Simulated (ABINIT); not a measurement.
An input for ABINIT 10.8.3 (BAs (F-43m)):

```
acell 3*1.0 Angstrom
rprim 
  -0.000000000000 2.388500000000 2.388500000000
  2.388500000000 -0.000000000000 2.388500000000
  2.388500000000 2.388500000000 -0.000000000000
ntypat 2
znucl 5 33
natom 2
typat 1 2
xred 
  0.000000000000 0.000000000000 0.000000000000
  0.250000000000 0.250000000000 0.250000000000
pp_dirpath "pseudos"
pseudos "B.upf, As.upf"
ecut 44
ngkpt 8 8 8
nshiftk 1
shiftk 0 0 0
kptopt 1
chksymbreak 0
nband 18
occopt 1
tolvrs 1e-10
nstep 60
prtwf 0
optforces 0
optstress 0
indata_prefix "in"
outdata_prefix "out"
tmpdata_prefix "tmp"
```

```sh
OMP_NUM_THREADS=1 mpirun -n 4 abinit run.abi > log
```

**Question.** How long will it take on 4 MPI ranks of Arm Neoverse V1, shared host, and how much memory?

It took 16 s; on shared hardware allow 7.9 s to 32 s. Peak host memory was 0.3 GiB.

[Paths, hosts, dates, memory and timing lines, banners, echoed tables and standing remarks are left out of the program output.]

[Logs are printed without paths, hosts, clocks, repeated set-up lines and the standing remarks that a program may print on its own settings, such as how far it seeks lower states.]

[Runs of the session that timed out or met a known fault of the program may be left out.]

[Hosts, paths, dates, database ids (printed as entryN), source tags and the programs' standing remarks are cut or masked in the printed files.]

[G0W0 gaps are taken among the corrected bands and points alone; a level outside them can change the order at an edge.]

[Where Ansatz stands beside ABINIT at settings called matched, ABINIT's density can come from a denser mesh and the files from another edition; pairs whose starting gaps differed by over 0.03 eV were left out, so agreement reads better than it is.]
